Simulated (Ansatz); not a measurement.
Working through a check of PAW against all-electron LAPW of Sn, space group I4_1/amd

With Ansatz 0.2.0 through its Python package.

Contents of `POSCAR`:
```text
Sn
1.0
  -2.91964407    2.91964407    1.59380000
   2.91964407   -2.91964407    1.59380000
   2.91964407    2.91964407   -1.59380000
Sn
2
Direct
   0.00000000    0.00000000    0.00000000
   0.75000000    0.25000000    0.50000000
```

The cells in order, each with its output:

**Cell 1**
```python
import ansatz as az
from ase.io import read
import numpy as np
```

**Cell 2**
```python
def count_gap(report):
    # lowest empty less highest filled band, counting bands; zero where they overlap
    return max(report.get('gap_by_band_count_ev') or 0.0, 0.0)

atoms = read('POSCAR', format='vasp')
crystal = az.Crystal.from_ase(atoms)
```

**Cell 3**
```python
crystal.resolved().tree()['lattice']
```
Output:
```text
((-2.91964407, 2.91964407, 1.5938), (2.91964407, -2.91964407, 1.5938),
 (2.91964407, 2.91964407, -1.5938))
```

**Cell 4**
```python
calculation = crystal.calculation()
calculation = calculation.occupations('Fermi-Dirac', width=100 * az.meV)
calculation = calculation.functional(az.Functional.PBESOL)
calculation = calculation.kpoints(10, 10, 10, center='gamma').stress()
calculation = calculation.forces()
calculation = calculation.band_table()
variants = {
    'PAW': calculation.pseudopotentials('paw'),
    'LAPW': calculation.pseudopotentials('all_electron', lapw=True),
}
# totals differ by the cores that each treatment holds, so compare what does not depend on them
rows = []
for label, variant in variants.items():
    summary = variant.run(threads=1, pin='off').report
    levels = np.array(summary['eigenvalues_ev'][0]) - summary['fermi_energy_ev']
    print(label, 'levels at the first k-point near E_F:', np.round(levels[np.abs(levels) < 5], 3))
    rows.append((label, summary['n_electrons'], np.trace(summary['stress_gpa']) / 3, count_gap(summary)))
lines = [','.join(['treatment', 'electrons in bands', 'P GPa', 'gap by band count eV'])] + [','.join(f'{v:.4f}' if isinstance(v, float) else str(v) for v in row) for row in rows]
print('\n'.join(lines))
with open('paw_lapw.csv', 'w') as handle:
    handle.write('\n'.join(lines) + '\n')
```
Output:
```text
DeckWarning: basis.ecutwfc = 420 eV, auto-derived from the records' recommended cutoffs: set by Sn (normal level)
PAW levels at the first k-point near E_F: [-3.661 -1.991 -1.991  2.934]
LAPW levels at the first k-point near E_F: [-3.66  -1.991 -1.991  2.933]
treatment,electrons in bands,P GPa,gap by band count eV
PAW,28.0000,-0.5166,0.0000
LAPW,44.0000,-0.5108,0.0000
```

PAW gives -0.517 GPa and LAPW -0.511 GPa, 0.006 GPa apart. They took 4.4 and 26.6 s of processor time.

Reading the output:
- The computed bands are complete only to about 2.6 eV above the Fermi level.
- A gap by band count of zero or less means overlapping bands, a metal.
- Levels are Kohn-Sham eigenvalues on this mesh, without spin-orbit coupling.
- Warnings are shown shortened and without file and line.
- Pressure is positive in compression; the treatments may keep other shells as core, so totals and counts of electrons can differ.
- Finished in 32 s on 1 thread of Arm Neoverse V2, with other jobs on the host, peak memory 0.7 GiB.
